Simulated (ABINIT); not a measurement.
# Ge (Fd-3m) in ABINIT: a series of runs

One crystal, Ge, is run at these levels: LDA, PBE; tasks: single point.

Program: ABINIT 10.8.3 (patched build). These are calculated values, not measurements. Logs are shortened: lines on timing, memory, paths and dates and some standing lists are left out, and cuts for length are marked. The log counts tension as positive stress, the text compression.

**Experimental background.**

From “Electronic and optical properties of SixGe1-x-ySny alloys lattice-matched to Ge”, 2021, arxiv:2109.02782, for a bulk crystal of Ge: band gap 0.666 eV (indirect) at 293 K; band gap 0.807 eV (direct) at 300 K.

The results are compared with them further down.

### Step 1. Starting point

It takes space group Fd-3m (No. 227, cubic). Conventional cell: a = 5.658 Å, b = 5.658 Å, c = 5.658 Å, α = 90.00°, β = 90.00°, γ = 90.00°. Ge (site symmetry -43m) is surrounded by 4 Ge at 2.45 Å.

### Step 2. Single point, LDA (cell relaxed)

Contents of run.abi:

```
# Pseudopotentials
pp_dirpath "./"
pseudos "Ge.upf"

# Structure
acell 3*1.0 Angstrom
rprim
     0.0000000000     2.8102702800     2.8102702800
     2.8102702800     0.0000000000     2.8102702800
     2.8102702800     2.8102702800     0.0000000000
ntypat 1
znucl 32
natom 2
typat 1 1
xred
     0.7500000000     0.7500000000     0.7500000000
     0.5000000000     0.5000000000     0.5000000000
chkprim 0
chksymtnons 0
tolsym 1.0e-6

# Plane-wave basis
ecut 35.0

# k points
kptopt 1
ngkpt 6 6 6
nshiftk 1
shiftk 0.0 0.0 0.0

# Exchange and correlation
ixc 7

# Bands and occupations
nband 18
occopt 3
tsmear 0.00183747

# SCF cycle
nstep 100
tolvrs 1.0e-10

# Output
iomode 3
prtwf 0
prtden 0
prteig 0
prtebands 0
enunit 1
```

Potentials or basis: PseudoDojo NC SR LDA v0.4.1 standard.

Command:

```sh
$ abinit run.abi > log 2>&1
```

run.abo:

```text
.Version 10.8.3 of ABINIT
 Symmetries : space group Fd -3 m (#227); Bravais cF (face-center cubic)
================================================================================
 Values of the parameters that define the memory need of the present run
     intxc =       0    ionmov =       0      iscf =       7    lmnmax =       6
     lnmax =       6     mgfft =      45  mpssoang =       3    mqgrid =    3001
     natom =       2  nloc_mem =       1    nspden =       1   nspinor =       1
    nsppol =       1      nsym =      48    n1xccc =    2501    ntypat =       1
    occopt =       3   xclevel =       1
       mpw =        2972          nfft =       91125          nkpt =          16
================================================================================
================================================================================

--------------------------------------------------------------------------------
------------- Echo of variables that govern the present computation ------------
--------------------------------------------------------------------------------
 -outvars: echo values of preprocessed input variables --------
            acell      1.8897261259E+00  1.8897261259E+00  1.8897261259E+00 Bohr
              amu      7.26100000E+01
          chkprim           0
      chksymtnons           0
             ecut      3.50000000E+01 Hartree
           enunit           1
              ixc           7
         kptrlatt        6    0    0      0    6    0      0    0    6
          kptrlen      4.50622846E+01
            natom           2
            nband          18
            ngfft          45      45      45
             nkpt          16
            nstep         100
             nsym          48
           ntypat           1
           occopt           3
           prtden           0
        prtebands           0
           prteig           0
            prtwf           0
            rprim      0.0000000000E+00  2.8102702800E+00  2.8102702800E+00
                       2.8102702800E+00  0.0000000000E+00  2.8102702800E+00
                       2.8102702800E+00  2.8102702800E+00  0.0000000000E+00
          spgroup         227
           tolsym      1.00000000E-06
           tolvrs      1.00000000E-10
           tsmear      1.83747000E-03 Hartree
            typat      1  1
           xangst      4.2154054200E+00  4.2154054200E+00  4.2154054200E+00
                       2.8102702800E+00  2.8102702800E+00  2.8102702800E+00
            xcart      7.9659617535E+00  7.9659617535E+00  7.9659617535E+00
                       5.3106411690E+00  5.3106411690E+00  5.3106411690E+00
             xred      7.5000000000E-01  7.5000000000E-01  7.5000000000E-01
                       5.0000000000E-01  5.0000000000E-01  5.0000000000E-01
            znucl       32.00000

================================================================================

 chkinp: Checking input parameters for consistency.

================================================================================
== DATASET  1 ==================================================================

--- !DatasetInfo
iteration_state: {dtset: 1, }
dimensions: {natom: 2, nkpt: 16, mband: 18, nsppol: 1, nspinor: 1, nspden: 1, mpw: 2972, }
cutoff_energies: {ecut:  35.0, pawecutdg:  -1.0, }
electrons: {nelect:   2.80000000E+01, charge:   0.00000000E+00, occopt:   3.00000000E+00, tsmear:   1.83747000E-03, }
meta: {optdriver: 0, ionmov: 0, optcell: 0, iscf: 7, paral_kgb: 0, }
...

 Exchange-correlation functional for the present dataset will be:
  LDA: Perdew-Wang 92 LSD fit to Ceperley-Alder data - ixc=7
  J.P.Perdew and Y.Wang, PRB 45, 13244 (1992)

 Real(R)+Recip(G) space primitive vectors, cartesian coordinates (Bohr,Bohr^-1):
 R(1)=  0.0000000  5.3106412  5.3106412  G(1)= -0.0941506  0.0941506  0.0941506
 R(2)=  5.3106412  0.0000000  5.3106412  G(2)=  0.0941506 -0.0941506  0.0941506
 R(3)=  5.3106412  5.3106412  0.0000000  G(3)=  0.0941506  0.0941506 -0.0941506
 Unit cell volume ucvol=  2.9955107E+02 bohr^3
 Angles (23,13,12)=  6.00000000E+01  6.00000000E+01  6.00000000E+01 degrees

 getcut: wavevector=  0.0000  0.0000  0.0000  ngfft=  45  45  45
         ecut(hartree)=     35.000   => boxcut(ratio)=   2.19984

--- Pseudopotential description ------------------------------------------------
- pspini: atom type   1  psp file is ./Ge.upf
12 -1012 2 -1 1524                            pspcod,pspxc,lmax,lloc,mmax
     nproj     2     2     2

   1.69653809E+03                                ecore*ucvol(ha*bohr**3)
--------------------------------------------------------------------------------

================================================================================

--- !BeginCycle
iteration_state: {dtset: 1, }
solver: {iscf: 7, nstep: 100, nline: 4, wfoptalg: 0, }
tolerances: {tolvrs: 1.00E-10, }
...

     iter   Etot(hartree)      deltaE(h)  residm     vres2
 ETOT  1  -176.78557451507    -1.768E+02 1.052E+00 1.050E+02
 ETOT  2  -178.44073642274    -1.655E+00 2.930E-02 1.800E+02
 ETOT  3  -178.46244195003    -2.171E-02 2.625E-03 3.974E+01
 ETOT  4  -178.46740405602    -4.962E-03 4.352E-04 1.254E+00
 ETOT  5  -178.46752686294    -1.228E-04 1.583E-04 1.438E-01
 ETOT  6  -178.46754761740    -2.075E-05 1.208E-05 2.742E-03
 ETOT  7  -178.46754797027    -3.529E-07 2.722E-06 3.816E-07
 ETOT  8  -178.46754797027     5.173E-12 9.231E-07 5.873E-07
 ETOT  9  -178.46754797035    -7.853E-11 8.030E-08 5.212E-11

 At SCF step    9       vres2   =  5.21E-11 < tolvrs=  1.00E-10 =>converged.

 Cartesian components of stress tensor (hartree/bohr^3)
  sigma(1 1)=  6.54620421E-05  sigma(3 2)=  0.00000000E+00
  sigma(2 2)=  6.54620421E-05  sigma(3 1)=  0.00000000E+00
  sigma(3 3)=  6.54620421E-05  sigma(2 1)=  0.00000000E+00

--- !ResultsGS
iteration_state: {dtset: 1, }
comment   : Summary of ground state results
lattice_vectors:
- [  0.0000000,   5.3106412,   5.3106412, ]
- [  5.3106412,   0.0000000,   5.3106412, ]
- [  5.3106412,   5.3106412,   0.0000000, ]
lattice_lengths: [   7.51038,    7.51038,    7.51038, ]
lattice_angles: [ 60.000,  60.000,  60.000, ] # degrees, (23, 13, 12)
lattice_volume:   2.9955107E+02
convergence: {deltae: -7.853E-11, res2:  5.212E-11, residm:  8.030E-08, diffor: null, }
etotal    :  -1.78467548E+02
entropy   :   0.00000000E+00
fermie    :   1.48488812E-01
cartesian_stress_tensor: # hartree/bohr^3
- [  6.54620421E-05,   0.00000000E+00,   0.00000000E+00, ]
- [  0.00000000E+00,   6.54620421E-05,   0.00000000E+00, ]
- [  0.00000000E+00,   0.00000000E+00,   6.54620421E-05, ]
pressure_GPa:  -1.9260E+00
xred      :
- [  7.5000E-01,   7.5000E-01,   7.5000E-01, Ge]
- [  5.0000E-01,   5.0000E-01,   5.0000E-01, Ge]
cartesian_forces: # hartree/bohr
- [ -9.90289597E-32,   6.93202718E-31,  -2.47572399E-30, ]
- [  9.90289597E-32,  -6.93202718E-31,   2.47572399E-30, ]
force_length_stats: {min:   2.57284784E-30, max:   2.57284784E-30, mean:   2.57284784E-30, }
...

 Integrated electronic density in atomic spheres:
 ------------------------------------------------
 Atom  Sphere_radius  Integrated_density
    1        2.00000         11.60190560
    2        2.00000         11.59178553
================================================================================

 ----iterations are completed or convergence reached----

 Mean square residual over all n,k,spin=   42.240E-11; max=  80.298E-09
 reduced coordinates (array xred) for    2 atoms
       0.750000000000      0.750000000000      0.750000000000
       0.500000000000      0.500000000000      0.500000000000
 rms dE/dt=  1.2236E-29; max dE/dt=  1.4725E-29; dE/dt below (all hartree)
    1       0.000000000000      0.000000000000      0.000000000000
    2      -0.000000000000     -0.000000000000      0.000000000000

 cartesian coordinates (angstrom) at end:
    1      4.21540542000000     4.21540542000000     4.21540542000000
    2      2.81027028000000     2.81027028000000     2.81027028000000

 cartesian forces (hartree/bohr) at end:
    1     -0.00000000000000     0.00000000000000    -0.00000000000000
    2      0.00000000000000    -0.00000000000000     0.00000000000000
 frms,max,avg= 1.4854344E-30 2.4757240E-30   0.000E+00  0.000E+00  0.000E+00 h/b

 cartesian forces (eV/Angstrom) at end:
    1     -0.00000000000000     0.00000000000000    -0.00000000000000
    2      0.00000000000000    -0.00000000000000     0.00000000000000
 frms,max,avg= 7.6384108E-29 1.2730685E-28   0.000E+00  0.000E+00  0.000E+00 e/A
 length scales=  1.889726125908  1.889726125908  1.889726125908 bohr
              =  1.000000000000  1.000000000000  1.000000000000 angstroms
 Fermi (or HOMO) energy (eV) =   4.04059   Average Vxc (eV)= -10.51356
 Eigenvalues (   eV  ) for nkpt=  16  k points:
 kpt#   1, nband= 18, wtk=  0.00463, kpt=  0.0000  0.0000  0.0000 (reduced coord)
 -20.95919  -20.95919  -20.95919  -20.92034  -20.92034  -20.69927  -20.69927  -20.69927
 -20.68493  -20.68493   -8.94796    4.01358    4.02202    4.02202    4.02202    6.56381
   6.56381    6.56381
 prteigrs : prtvol=0 or 1, do not print more k-points.

--- !EnergyTerms
iteration_state     : {dtset: 1, }
comment             : Components of total free energy in Hartree
kinetic             :  1.33792426537538E+02
hartree             :  5.49627642355306E+01
xc                  : -4.29399508661180E+01
Ewald energy        : -9.94053620887879E+01
psp_core            :  5.66360226041903E+00
local_psp           : -1.38057516451753E+02
non_local_psp       : -9.24834359901862E+01
internal            : -1.78467472363357E+02
'-kT*entropy'       : -7.56069898756618E-05
total_energy        : -1.78467547970347E+02
total_energy_eV     : -4.85634938019426E+03
band_energy         : -1.58044427904437E+01
...

 Cartesian components of stress tensor (hartree/bohr^3)
  sigma(1 1)=  6.54620421E-05  sigma(3 2)=  0.00000000E+00
  sigma(2 2)=  6.54620421E-05  sigma(3 1)=  0.00000000E+00
  sigma(3 3)=  6.54620421E-05  sigma(2 1)=  0.00000000E+00

-Cartesian components of stress tensor (GPa)         [Pressure= -1.9260E+00 GPa]
- sigma(1 1)=  1.92595977E+00  sigma(3 2)=  0.00000000E+00
- sigma(2 2)=  1.92595977E+00  sigma(3 1)=  0.00000000E+00
- sigma(3 3)=  1.92595977E+00  sigma(2 1)=  0.00000000E+00

== END DATASET(S) ==============================================================
================================================================================

 -outvars: echo values of variables after computation  --------
            acell      1.8897261259E+00  1.8897261259E+00  1.8897261259E+00 Bohr
           etotal     -1.7846754797E+02
            fcart     -9.9028959671E-32  6.9320271769E-31 -2.4757239918E-30
                       9.9028959671E-32 -6.9320271769E-31  2.4757239918E-30
            rprim      0.0000000000E+00  2.8102702800E+00  2.8102702800E+00
                       2.8102702800E+00  0.0000000000E+00  2.8102702800E+00
                       2.8102702800E+00  2.8102702800E+00  0.0000000000E+00
           strten      6.5462042093E-05  6.5462042093E-05  6.5462042093E-05
                       0.0000000000E+00  0.0000000000E+00  0.0000000000E+00
           xangst      4.2154054200E+00  4.2154054200E+00  4.2154054200E+00
                       2.8102702800E+00  2.8102702800E+00  2.8102702800E+00
             xred      7.5000000000E-01  7.5000000000E-01  7.5000000000E-01
                       5.0000000000E-01  5.0000000000E-01  5.0000000000E-01
 Calculation completed.
```

Wall time 34 s (1 thread of Intel Xeon Platinum 8259CL at 2.50GHz (Skylake/Cascade Lake), shared host); peak memory 0.08 GiB.

What came out:

| Property | Result |
| --- | --- |
| Free energy | -4856.3494 eV |
| Band gap on the k mesh | none (metal or under the smearing width) |
| Valence electrons inside the program's atomic spheres | Ge 11.60, 11.59 (radii [1.0584] Å) |

Caveat: the cutoff is too short for stress, so the log's stress isn't used; this crystal is a semiconductor, whose small gap the functional closes, so the metal is an error of the method.

[end of part 1 of 2]
